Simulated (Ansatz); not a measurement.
Runs of Ansatz 0.2.0 on SnO. It takes space group Pm-3m (No. 221, cubic). The conventional cell has a = 3.132 Å, b = 3.132 Å, c = 3.132 Å, α = 90.00°, β = 90.00°, γ = 90.00°. Sn (site symmetry m-3m) is surrounded by 8 O at 2.71 Å. O (site symmetry m-3m) is surrounded by 8 Sn at 2.71 Å. The cell was built by a generator and needn't be a form met in nature.

| task | level | potentials or basis | cell | k mesh | cutoff (eV) | smearing | phonons | basis error allowed | gap on the mesh (eV) | pressure (GPa) |
| --- | --- | --- | --- | --- | --- | --- | --- | --- | --- | --- |
| single point | PBE | all-electron LAPW, scalar-relativistic | as given | 9 × 9 × 9 | 223 | fermi-dirac 0.05 eV | - | 0.001 eV/atom | 0.48 | 0.0 |
| phonons | PBEsol | all-electron PAW datasets made for the crystal | as given | 9 × 9 × 9 | 310 | fermi-dirac 0.05 eV | method dfpt | - | 0.42 | - |
| single point | PBE | all-electron LAPW, scalar-relativistic | as given | 5 × 5 × 5 | 205 | fermi-dirac 0.04 eV | - | 0.002 eV/atom | 1.26 | (a) |
| single point | PBE | all-electron LAPW, scalar-relativistic | atoms moved at random, drawn with an rms of 0.05 Å | 9 × 9 × 9 | 236 | fermi-dirac 0.05 eV | - | 0.001 eV/atom | 0.48 | 0.1 |
| phonons | PBE | all-electron LAPW, scalar-relativistic | as given | 9 × 9 × 9 | 218 | fermi-dirac 0.05 eV | - | 0.002 eV/atom | 0.48 | - |

Alike in all rows: no spin polarisation.

Task: Estimate the missing entries.

Result: (a) 0.2.

Caveats: spin-orbit coupling is left out, which moves the levels of the heavy elements; an odd mesh through Γ misses points on the zone boundary, where band edges often lie; some modes are imaginary (some runs); the program warned that the printed levels may be off, so bands, gaps and densities of states are rough (some runs).

A k mesh can miss the band edges, and the runs leave out spin-orbit coupling on Sn.

The runs don't all hold the same shells in valence.
